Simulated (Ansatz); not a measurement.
BaZrO3 (started from an entry of an open crystallographic database) was put through Ansatz (plane waves). The cell was relaxed with r2SCAN and then strained (xy shear, engineering strain (angle) -2.74 %), with the atoms relaxed again with r2SCAN; k points keep the names of the unstrained zone.

The cell given to it:
```xyz
5
Lattice="4.2054 -0.0576 0.0000 -0.0576 4.2054 0.0000 0.0000 0.0000 4.2054" Properties=species:S:1:pos:R:3 pbc="T T T"
Ba    0.0000    0.0000    0.0000
Zr    2.0739    2.0739    2.1027
O    -0.0288    2.1027    2.1027
O     2.1027   -0.0288    2.1027
O     2.0739    2.0739    0.0000
```

Output, abridged:
```
scf.n_extra_bands = 5 over 20 filled bands (N_el = 40.0): the run solves 25 bands
Functional definition: r2SCAN
Crystal: 5 atoms, lattice volume = 74.358 Å³
Basis set: ecut = 500 eV, 1887 PW (Γ)
Bands: 25, of which v1, the nominal top of the filled ones, is band 20 counted from 1 (19 counted from 0)
Symmetry: 8 space group operations
Space group: Cmmm (ITA 65)
k-points: 52 of 216
preconditioner: auto → Resta (q_TF=auto, 2.460 Å⁻¹)  ε∞=3.4  [insulator: Δε(μ)=3.903 eV  ℏωp=26.5 eV]
SCF 1 converged in 8 iterations: F = -11875.407844 eV  dr2 = 1.22e-9
NSCF: frozen V_eff on 4 k-points
Free energy (F): -11875.407844 eV
Fermi energy:    9.415410 eV
--- Forces (eV/Å), atoms counted from 1 ---
  atom   1  Ba      0.00000      0.00000      0.00000
  atom   2  Zr      0.00000      0.00000      0.00000
  atom   3  O       0.00000      0.00000      0.00000
  atom   4  O       0.00000      0.00000      0.00000
  atom   5  O       0.00000      0.00000      0.00000
--- Stress (GPa, compression-positive) ---
        0.002685       2.495760       0.000000
        2.495760       0.002685       0.000000
        0.000000       0.000000       0.002148
  P = ⅓ Tr σ = 0.0025 GPa (0.025 kbar)
--- Band table (eV; the first three rows and the last of 52) ---
  k-point 0: bands = […, 8.3413, 8.3868, 8.4224, 9.1252, 9.1646, 9.2218, 13.0272, 13.1028, 13.2175, 14.6351, …]
  k-point 1: bands = […, 8.1297, 8.1969, 8.2167, 8.5444, 9.0283, 9.1441, 13.1903, 13.6151, 13.7886, 15.0453, …]
  k-point 2: bands = […, 7.7876, 7.8560, 7.8887, 7.9143, 8.9049, 9.0387, 13.3780, 14.8248, 14.9478, 15.9108, …]
  k-point 51: bands = […, 6.8267, 6.8923, 6.9545, 9.3726, 9.4053, 9.4154, 15.9746, 16.0600, 16.1310, 16.7886, …]
```

The file bands.tsv (bands near the Fermi energy, numbered from 0, rounded):
```tsv
# k_distance	band_15	band_16	band_17	band_18	band_19	band_20	band_21	band_22	band_23
# fermi_ev = 9.415410
# [0, 0, 0] at k_distance = 0.000000
# [0, 0.5, 0] at k_distance = 0.747257
# [0.5, 0.5, 0] at k_distance = 1.494513
# [0.5, 0.5, 0.5] at k_distance = 2.241560
# levels_relative_to = fermi_ev
0.000	-1.029	-0.993	-0.290	-0.251	-0.194	3.612	3.687	3.802	5.220
0.747	-1.721	-1.719	-1.643	-0.492	-0.488	4.066	6.141	6.150	6.968
1.495	-2.302	-0.968	-0.914	-0.848	-0.057	6.043	6.229	6.951	7.135
2.242	-2.523	-2.461	-0.043	-0.010	0.000	6.559	6.645	6.716	7.373
```
In order the rows are Γ, X, M, R.

Q: Write the input file that gave this output.

A:
```yaml
crystal:
  # lattice and atoms as above
kpoints:
  mp_grid: { grid: [6, 6, 6] }
  band_path:
    path: [[0.0, 0.0, 0.0], [0.0, 0.5, 0.0], [0.5, 0.5, 0.0], [0.5, 0.5, 0.5]]
    npoints: 1
hamiltonian:
  xc: r2scan
scf:
  occupations: { method: fixed }
  n_extra_bands: 5
output:
  forces: true
  stress: true
  eigenvalues: true
```
A single point prints forces and stress when the output block asks for them. Keys that only write grids to files are left aside. This is the file that was run; thresholds and some counts can't be read off the log exactly.

Command: `ansatz run input.yaml --threads 4 --pin off --max-ram 4608MiB --backend cpu --events-out ev --progress --plain --runs-dir out`. Wall time 3.2 s on 4 threads of Intel(R) Xeon(R) Platinum 8488C (Sapphire Rapids) (shared host); peak host memory 0.67 GiB.

Calculated for a static, non-magnetic cell.

The runs are scalar-relativistic, without spin-orbit coupling.
